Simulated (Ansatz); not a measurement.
Calculated In-113 NMR of the central transition for In₂O₃ under strain

Cell: a structure deposited in the COD, relaxed with PBE at fixed cell and then changed (z stretched by 3 %, ions relaxed).

```xyz
10
Lattice="2.7435 1.5840 4.9818 -2.7435 1.5840 4.9818 0.0000 -3.1679 4.9818" Properties=species:S:1:pos:R:3 pbc="T T T"
In    0.0000    0.0000    5.3224
In    0.0000    0.0000    2.1502
In    0.0000    0.0000    9.6229
In    0.0000    0.0000   12.7951
O    -1.1151    1.5840    8.7181
O    -0.8142   -1.7577    8.7181
O     1.9293    0.1737    8.7181
O     1.1151   -1.5840    6.2272
O     0.8142    1.7577    6.2272
O    -1.9293   -0.1737    6.2272
```

Sites (sets of like atoms) are named by element and the number of their first atom in this list.

The numbers come from a DFT calculation in Ansatz (PBE, plane waves and PAW, scalar-relativistic, 420 eV cutoff, Γ-centred 7×7×7 k-points, Fermi–Dirac smearing 0.02 eV).

In-113 has I = 9/2 and Q = 761.0 mb (Pyykkö 2018); at 14.1 T its Larmor frequency is ν₀ = 132.0 MHz (from the bare nuclear moment; shielding lowers the observed one by a per cent or two). Only the quadrupole interaction is simulated: positions count from each site's isotropic chemical shift, and shift anisotropy, dipolar and J coupling are left out.

Simulated pattern of one In site (static powder, Gaussian broadening 9 kHz):

| offset (kHz) | height |
| --- | --- |
| -140.0 | 3 |
| -130.2 | 81 |
| -120.5 | 100 |
| -110.8 | 63 |
| -101.1 | 51 |
| -91.3 | 44 |
| -81.6 | 40 |
| -71.9 | 38 |
| -62.2 | 36 |
| -52.5 | 35 |
| -42.7 | 33 |
| -33.0 | 33 |
| -23.3 | 32 |
| -13.6 | 32 |
| -3.9 | 31 |
| 5.9 | 26 |
| 15.6 | 27 |
| 25.3 | 29 |
| 35.0 | 31 |
| 44.8 | 36 |
| 54.5 | 44 |
| 64.2 | 71 |
| 73.9 | 58 |
| 83.6 | 2 |

Question: Which |C_Q| and η does the pattern imply?

Answer: The pattern spans 201 kHz before broadening and its centre of gravity is at -38.6 kHz, which fixes P_Q; the places of the horns and steps fix η. That gives P_Q = 60.6 MHz, |C_Q| = 60.6 MHz and η = 0.00. The sign of C_Q can't be read from the pattern.

An axis of threefold or higher order runs through In, so V_zz lies along it and η is zero.

Without spin–orbit coupling (the program notes it for In) the gradients can shift somewhat, as the gap is small.

The relaxation (5 steps) took 20 s of wall time (78 s of CPU time) and 0.66 GiB at its peak, on 4 threads of Arm Neoverse V2 (aarch64; 8 cores open to the job, memory cap 8.0 GiB, no GPU), a shared host with a load of 0.7 a core.
